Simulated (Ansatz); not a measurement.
## 95Mo NMR of the central transition in Te2Mo under strain

Cell: a structure deposited in the COD, relaxed with PBE at fixed cell and then changed (z compressed by 3 %, ions relaxed).

```yaml
crystal:
  lattice:
    - [3.51820, 0.00000, 0.00000]
    - [-1.75910, 3.04685, 0.00000]
    - [0.00000, 0.00000, 13.55439]
  atoms:
    - { symbol: Te, position: [0.33333, 0.66667, 0.61665] }
    - { symbol: Te, position: [0.66667, 0.33333, 0.11665] }
    - { symbol: Te, position: [0.33333, 0.66667, 0.88335] }
    - { symbol: Te, position: [0.66667, 0.33333, 0.38335] }
    - { symbol: Mo, position: [0.33333, 0.66667, 0.25000] }
    - { symbol: Mo, position: [0.66667, 0.33333, 0.75000] }
```

Atom numbers follow the list; atoms alike are taken as one site, whose name carries the number of the first.

Level of theory: DFT, PBE, plane waves and PAW, scalar-relativistic, 420 eV cutoff, Γ-centred 14×14×3 k-points, Fermi–Dirac smearing 0.02 eV (Ansatz 0.2.0).

95Mo has I = 5/2 and Q = -22.00 mb (Pyykkö 2018); at 28.2 T its Larmor frequency is ν₀ = 78.6 MHz (from the bare nuclear moment; shielding lowers the observed one by a per cent or two). Only the quadrupole interaction is simulated: positions count from each site's isotropic chemical shift, and J coupling is left out, as are shift anisotropy and dipolar coupling, which fast spinning averages.

Simulated pattern of one Mo site (fast magic-angle spinning, Gaussian broadening 0.05 kHz):

offset (kHz), height and a bar:
```
   -2.614          0 
   -2.511          4 #
   -2.408          6 ##
   -2.305          6 ##
   -2.202          7 ##
   -2.099          7 ##
   -1.995          7 ##
   -1.892          7 ##
   -1.789          8 ##
   -1.686          8 ##
   -1.583         85 #########################
   -1.480         74 ######################
   -1.377         54 ################
   -1.273         48 ##############
   -1.170         45 #############
   -1.067         44 #############
   -0.964         44 #############
   -0.861         46 ##############
   -0.758         48 ###############
   -0.654         54 ################
   -0.551         65 ####################
   -0.448        100 ##############################
   -0.345         91 ###########################
   -0.242          0
```

Problem. Which |C_Q| and η does the pattern imply?

Solution. The pattern spans 2.17 kHz before broadening and its centre of gravity is at -1.01 kHz, which fixes P_Q; the places of the horns and steps fix η. That gives P_Q = 3.64 MHz, |C_Q| = 3.64 MHz and η = 0.00. The sign of C_Q can't be read from the pattern.

An axis of threefold or higher order runs through Mo, so V_zz lies along it and η is zero.

Without spin–orbit coupling the gradients at and beside Te can be off by some per cent, at some sites by more.

The relaxation (5 steps) took 70 s of wall time (69 s of CPU time) and 0.65 GiB at its peak, on 1 thread of Intel Xeon 6975P-C (Granite Rapids) (x86_64; 16 cores open to the job, memory cap 3.0 GiB, no GPU), a shared host with a load of 0.7 a core.
